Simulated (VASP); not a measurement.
## VASP 6.6.1 run: TiO2

INCAR

```
NELM = 85
LDAUTYPE = 2
LDAUL = 2 -1
PREC = Accurate
GGA = PE
LREAL = .FALSE.
LASPH = .TRUE.
LCHARG = .FALSE.
LWAVE = .FALSE.
ISMEAR = -1
LDAU = .TRUE.
LDAUJ = 0 0
EDIFF = 1E-7
ENCUT = 520
ISIF = 2
NBANDS = 48
IBRION = -1
NSW = 0
LMAXMIX = 4
SIGMA = 0.02
LDAUU = 8.0 0
```

KPOINTS

```
KPOINTS created by Atomic Simulation Environment
0
Gamma
6 6 8
0 0 0
```

POSCAR

```
Ti O
 1.0000000000000000
     4.4879007559000001    0.0000000000000000    0.0000000000000000
     0.0000000000000000    4.4879007559000001    0.0000000000000000
     0.0000000000000000    0.0000000000000000    3.0038137159999998
 Ti  O
   2   4
Cartesian
 -0.0000000000000000  0.0000000000000000  0.0000000000000000
  2.2439503779500001  2.2439503779500001  1.5019068579999999
  1.3645558775460342  1.3645558775460342  0.0000000000000000
  0.8793945004039656  3.6085062554960343  1.5019068579999999
  3.1233448783539659  3.1233448783539659  0.0000000000000000
  3.6085062554960343  0.8793945004039656  1.5019068579999999
```

The recommended PBE PAW datasets give the neutral cell 48 valence electrons.

Command

```
mpirun -np 1 vasp_std
```

**Question.** Predict the outcome of this run.

**Answer.** It converged. Results: gap between bands v and c on the k mesh 3.05 eV; least direct gap on the k mesh 3.07 eV; pressure 29.0 GPa; largest force 0.07 eV/Å. Band v is the last that the valence electrons fill when counted band by band, and c is the next.

OSZICAR

```
N       E                     dE             d eps       ncg     rms          rms(c)
DAV:   1     0.616396106294E+03    0.61640E+03   -0.21614E+04  4824   0.119E+03
DAV:   2     0.161741342095E+02   -0.60022E+03   -0.54120E+03  4816   0.386E+02
DAV:   3    -0.591187359232E+02   -0.75293E+02   -0.73539E+02  5792   0.136E+02
DAV:   4    -0.637928351048E+02   -0.46741E+01   -0.46154E+01  7272   0.282E+01
DAV:   5    -0.638841499502E+02   -0.91315E-01   -0.91301E-01  5104   0.351E+00    0.325E+01
DAV:   6    -0.426893219456E+02    0.21195E+02   -0.27361E+01  6248   0.640E+01    0.807E+00
DAV:   7    -0.430763465543E+02   -0.38702E+00   -0.58747E+00  5328   0.120E+01    0.741E+00
DAV:   8    -0.431628839718E+02   -0.86537E-01   -0.80898E-01  5472   0.615E+00    0.155E+00
DAV:   9    -0.431433616075E+02    0.19522E-01   -0.10896E-01  5456   0.251E+00    0.136E+00
DAV:  10    -0.431716650792E+02   -0.28303E-01   -0.34681E-02  5048   0.138E+00    0.708E-01
DAV:  11    -0.431707434139E+02    0.92167E-03   -0.73435E-03  5896   0.616E-01    0.172E-01
DAV:  12    -0.431714569271E+02   -0.71351E-03   -0.10496E-03  5336   0.188E-01    0.424E-02
DAV:  13    -0.431714592483E+02   -0.23212E-05   -0.59059E-05  5744   0.569E-02    0.138E-02
DAV:  14    -0.431714607645E+02   -0.15161E-05   -0.57687E-06  5872   0.282E-02    0.120E-02
DAV:  15    -0.431714606697E+02    0.94781E-07   -0.26442E-06  5680   0.211E-02    0.377E-03
DAV:  16    -0.431714605016E+02    0.16810E-06   -0.16024E-07  4624   0.310E-03    0.255E-03
DAV:  17    -0.431714605284E+02   -0.26823E-07   -0.84149E-08  3688   0.217E-03
   1 F= -.43171461E+02 E0= -.43171461E+02  d E =-.883810E-16
```

Standard output (part)

```
POSCAR found type information on POSCAR TiO
 POSCAR found :  2 types and       6 ions
 LDA part: xc-table for (Slater+PW92), standard interpolation
 POSCAR, INCAR and KPOINTS ok, starting setup
 WAVECAR not read
 entering main loop
```

For comparison, a separate PBE run of the intended cell, on usual settings and not on those above, gives a gap of 1.87 eV on its mesh and a pressure of 12.5 GPa.
